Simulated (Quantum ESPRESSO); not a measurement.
# NiO under changes of volume

One of the cells (11.249 Å³/atom); the others are scaled copies at fixed shape and fractional positions:

```
CELL_PARAMETERS angstrom
0.00000 2.24063 2.24063
2.24063 0.00000 2.24063
2.24063 2.24063 0.00000
ATOMIC_POSITIONS crystal
Ni 0.00000 0.00000 0.00000
O 0.75000 0.75000 0.75000
```

The cell was built by a generator and needn't be a form met in nature.

* Program: Quantum ESPRESSO 7.5
* Functional: PBE
* Potentials or basis: SSSP 1.3 efficiency PBE
* Cutoff: 748 eV
* Density cutoff: 5987 eV
* k mesh: 10 × 10 × 10
* Occupations: fermi-dirac, width 0.05 eV
* Spin: collinear spin, ferromagnetic start
* Starting moments: [1.0, 0.0] μB

```tsv
volume (Å³/atom)	energy over the lowest point (meV/atom)	pressure (GPa)
10.574	85.52	4.8
10.799	?	?
11.024	0.00	3.0
11.249	87.00	-5.2
11.474	96.01	-7.9
11.699	108.51	-10.2
11.924	124.09	-12.3
```

What does the run at 10.799 Å³/atom give?

Energy over the lowest point 81.22 meV/atom; pressure 1.0 GPa.

The energies don't lie on one smooth curve, so no fit is given. The run at 11.024 Å³/atom lies farthest off; its moment of 1.91 μB against 0.00 to 0.00 μB shows that it ended in another magnetic state.

Energies are extrapolated to zero smearing.

Caveats: a cell with one magnetic atom can't hold antiferromagnetic order, which such compounds often take (some runs).
